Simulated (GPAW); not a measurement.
Runs of GPAW 26.7.0 on HfN. It takes space group F-43m (No. 216, cubic). The conventional cell has a = 4.910 Å, b = 4.910 Å, c = 4.910 Å, α = 90.00°, β = 90.00°, γ = 90.00°. Hf (site symmetry -43m) has 4 N at 2.13 Å as nearest neighbours. N (site symmetry -43m) has 4 Hf at 2.13 Å as nearest neighbours. The cell comes from a database or a generator and needn't be the stable form of this composition.

| task | level | potentials or basis | U | cell | k mesh | cutoff (eV) | maxiter | optimizer | fmax | max steps | convergence | mesh quality | gap on the mesh (eV) | pressure (GPa) | relaxed volume (Å³/atom) |
| --- | --- | --- | --- | --- | --- | --- | --- | --- | --- | --- | --- | --- | --- | --- | --- |
| relaxation of cell and atoms | PBEsol+D3 | PAW data sets generated in the run's folder for this functional, pw | - | relaxed | 9 × 9 × 9 | 800 | 150 | BFGS | 0.02 eV/Å | 60 | density=1e-05 forces=0.0001 | not flagged | none | 0.2 | 14.26 |
| relaxation of cell and atoms | PBEsol+D3(BJ)+ATM | PAW data sets generated in the run's folder for this functional, pw | - | relaxed | 9 × 9 × 9 | 800 | 150 | BFGS | 0.02 eV/Å | 60 | density=1e-05 forces=0.0001 | not flagged | none | 0.2 | 14.26 |
| relaxation of cell and atoms | PBEsol | PAW data sets generated in the run's folder for this functional, pw | - | relaxed | 9 × 9 × 9 | 800 | 150 | BFGS | 0.02 eV/Å | 60 | density=1e-05 forces=0.0001 | not flagged | none | 0.1 | (b) |
| relaxation of cell and atoms | PBEsol+D3(BJ) | PAW data sets generated in the run's folder for this functional, pw | - | relaxed | 9 × 9 × 9 | 800 | 150 | BFGS | 0.02 eV/Å | 60 | density=1e-05 forces=0.0001 | not flagged | none | 0.2 | 14.23 |
| relaxation of cell and atoms | PBEsol+D4 | PAW data sets generated in the run's folder for this functional, pw | - | relaxed | 9 × 9 × 9 | 800 | 150 | BFGS | 0.02 eV/Å | 60 | density=1e-05 forces=0.0001 | not flagged | none | 0.1 | 14.34 |
| single point | PBE+U | GPAW PAW data sets (gpaw-data 1.2.1), pw | Hf d U = 3.5 eV | as given | 8 × 8 × 8 | 650 | 120 | - | - | - | default | not flagged | none | 9.4 | - |
| hybrid scf | r2SCAN0+D3(BJ) | GPAW PAW data sets (gpaw-data 1.2.1), pw | - | as given | 4 × 4 × 4 | 600 | 40 | - | - | - | - | coarse | none | - | - |
| single point | r2SCAN | GPAW PAW data sets (gpaw-data 1.2.1), pw | - | as given | 8 × 8 × 8 | 600 | 120 | - | - | - | default | not flagged | none | (a) | - |

Alike in all rows: no spin polarisation; smearing fermi-dirac 0.05 eV.

Task: Estimate the missing entries.

Result: (a) -6.1; (b) 14.48.

Caveats: some runs use coarse meshes; later steps reuse the first step's grids (some runs); pairwise dispersion overbinds metals, which lowers pressure and volume (some runs); the cutoff is short for stress and forces, so pressures can be off by a GPa or more (some runs); the PAW data sets were made with another functional, which shifts forces and pressure a little (some runs); U without spin polarisation on a metal has little footing (some runs); exact exchange converges slowly with the k mesh, and this mesh is small (some runs); the scaled meta-GGA exchange is a class typed in the script (some runs).

A k mesh can miss the band edges, and the runs leave out spin-orbit coupling on Hf.

A gap of «none» marks a metal or a gap under the smearing width.
